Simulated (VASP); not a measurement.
BN: relaxation of cell and atoms with PBEsol

BN:

```
B N
1.0
     0.00000    1.80750    1.80750
     1.80750    0.00000    1.80750
     1.80750    1.80750    0.00000
B N
1 1
Direct
  0.00000 0.00000 0.00000
  0.25000 0.25000 0.25000
```

The cell was built by a generator and needn't be a form met in nature.

```yaml
Program: VASP 6.6.1
Task: relaxation of cell and atoms
Functional: PBEsol
Potentials_or_basis: VASP PAW PBE potentials, release 64 (B, N)
Cutoff: 600 eV
k_mesh: 10 × 10 × 10
Occupations: fermi-dirac, width 0.05 eV
Spin: no spin polarisation
Further_INCAR_settings: ALGO = Normal; EDIFF = 1e-06; IBRION = 2; EDIFFG = -0.02; NSW = 40; ISIF = 3
```

```json
{
 "Relaxed volume": "5.86 Å³/atom",
 "Relaxed cell": "a = 2.550 Å, b = 2.550 Å, c = 2.550 Å, α = 60.00°, β = 60.00°, γ = 60.00°",
 "Space group after relaxing (to 0.05 Å)": "F-43m (No. 216)",
 "Energy gained by relaxing": "0.3 meV/atom",
 "Ionic steps": "3",
 "Pressure after relaxing": "0.0 GPa",
 "Band gap on the k mesh": "4.28 eV, indirect (least direct gap 8.79 eV)"
}
```

Step by step:
```csv
step,energy change (eV),largest force (eV/Å),pressure (GPa),volume (Å³)
1,0.0000,0.0000,-2.64,11.81
2,0.0001,0.0000,2.83,11.64
3,-0.0007,0.0000,0.00,11.73
```

Final structure:
```yaml
crystal:
  lattice:
    - [0.00000, 1.80332, 1.80332]
    - [1.80332, 0.00000, 1.80332]
    - [1.80332, 1.80332, 0.00000]
  atoms:
    - { symbol: B, position: [0.00000, 0.00000, 0.00000] }
    - { symbol: N, position: [0.25000, 0.25000, 0.25000] }
```

Levels at points of the mesh, in eV from the valence-band top:
```tsv
k point	band 1	band 2	band 3	band 4	band 5	band 6	band 7	band 8
(0.00, 0.00, 0.00)	-20.33	0.00	0.00	0.00	8.79	8.79	8.79	10.38
(0.50, 0.00, 0.00)	-16.03	-10.84	-1.96	-1.96	10.18	10.66	10.66	15.15
(0.50, 0.50, 0.00)	-14.64	-9.01	-4.97	-4.97	4.28	9.13	17.98	17.98
```

Run time: 3.2 s on 4 MPI ranks on Intel(R) Xeon(R) Platinum 8488C (Sapphire Rapids) (shared host), peak memory 0.12 GiB a rank.

Caveat: the PAW data sets were made with another functional, which shifts forces and pressure a little. A k mesh can miss the band edges.
